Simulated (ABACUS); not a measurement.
**Rh under changes of volume**

One of the cells (13.671 Å³/atom); the others are scaled copies at fixed shape and fractional positions:

```
CELL_PARAMETERS angstrom
0.00000 1.89785 1.89785
1.89785 0.00000 1.89785
1.89785 1.89785 0.00000
ATOMIC_POSITIONS crystal
Rh 0.00000 0.00000 0.00000
```

| Item | Value |
| --- | --- |
| Program | ABACUS 3.10.1 |
| Functional | PBE |
| Potentials or basis | PseudoDojo NC SR 0.4.1 PBE standard |
| Cutoff | 1361 eV |
| Density cutoff | 5442 eV |
| Basis | DZP LCAO (the cutoffs set its grid) |
| k mesh | 12 × 12 × 12 |
| Occupations | fermi-dirac, width 0.05 eV |
| Spin | no spin polarisation |

```tsv
volume (Å³/atom)	energy over the lowest point (meV/atom)	pressure (GPa)
12.851	109.53	30.7
13.125	64.40	22.6
13.398	?	?
13.671	11.63	9.1
13.945	1.18	3.4
14.218	0.00	-1.5
14.492	6.59	-6.0
```

Problem. What does the run at 13.398 Å³/atom give?

Solution. Energy over the lowest point 32.41 meV/atom; pressure 15.4 GPa.

Worked out: A Birch-Murnaghan fit of order 3 (a polynomial in V^(-2/3)) to the other rows has its minimum at 14.12 Å³/atom with B0 = V·E''(V) = 254 GPa and B' = 5.1. It gives 32.27 meV/atom at 13.398 Å³/atom, against the run's 32.41, and -dE/dV = 15.3 GPa, against 15.4.

Energies are extrapolated to zero smearing.

Caveats: the atomic orbitals were generated for these runs and aren't a published set; the basis of atomic orbitals isn't converged, which shifts pressures, moduli and gaps.
